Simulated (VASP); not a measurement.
Write an ASE script for VASP 6.6.1 that does the following.

```
Task                   : single point
Functional             : PBEsol
Potentials or basis    : VASP PAW PBE potentials, release 64 (Ta)
Cutoff                 : 500 eV
k mesh                 : 11 × 11 × 11
Occupations            : gaussian, width 0.1 eV
Spin                   : no spin polarisation
Further INCAR settings : ALGO = Fast; EDIFF = 1.00e-07
```

Crystal: Ta.

```
Ta
1.0
    -1.65128    1.65128    1.65128
     1.65128   -1.65128    1.65128
     1.65128    1.65128   -1.65128
Ta
1
Direct
  0.00000 0.00000 0.00000
```

One way to write it, as run:

run.py

```python
from ase.calculators.vasp import Vasp
from ase.dft.bandgap import bandgap
from ase.spacegroup import crystal

atoms = crystal(
    ['Ta'],
    basis=[[0.0, 0.0, 0.0]],
    spacegroup=229,
    setting=1,
    cellpar=[3.30256, 3.30256, 3.30256, 90.0, 90.0, 90.0],
    primitive_cell=True,
)
calc = Vasp(
    directory='calc',
    xc='pbesol',
    pp='PBE',
    setups='minimal',
    prec='Accurate',
    encut=500,
    ediff=1e-07,
    ismear=0,
    sigma=0.1,
    lreal=False,
    lasph=True,
    nelm=80,
    algo='Fast',
    isif=2,
    lwave=False,
    lcharg=True,
    lelf=True,
    lvhar=True,
    kpts=[11, 11, 11],
    gamma=True,
)
atoms.calc = calc

print('energy (eV):', atoms.get_potential_energy())
print('free energy (eV):', atoms.get_potential_energy(force_consistent=True))
print('forces (eV/A):')
print(atoms.get_forces())
print('stress (eV/A^3, Voigt):', atoms.get_stress())
print('Fermi level (eV):', calc.get_fermi_level())
gap, top, bottom = bandgap(calc)
print('band gap (eV):', gap, 'from (spin, k, band)', top, 'to', bottom)
```

Potentials or basis: VASP PAW PBE potentials, release 64 (Ta).

Launch:

```bash
$ python run.py
```

Results of the run:

The pressure is -6.0 GPa. The band gap on the k mesh is none (metal or under the smearing width).

Caveat: the PAW data sets were made with another functional, which shifts forces and pressure a little.

Wall time 8.6 s on 1 thread of AMD EPYC 9R45 (Zen 5), with other jobs on the host, peak memory 0.11 GiB.
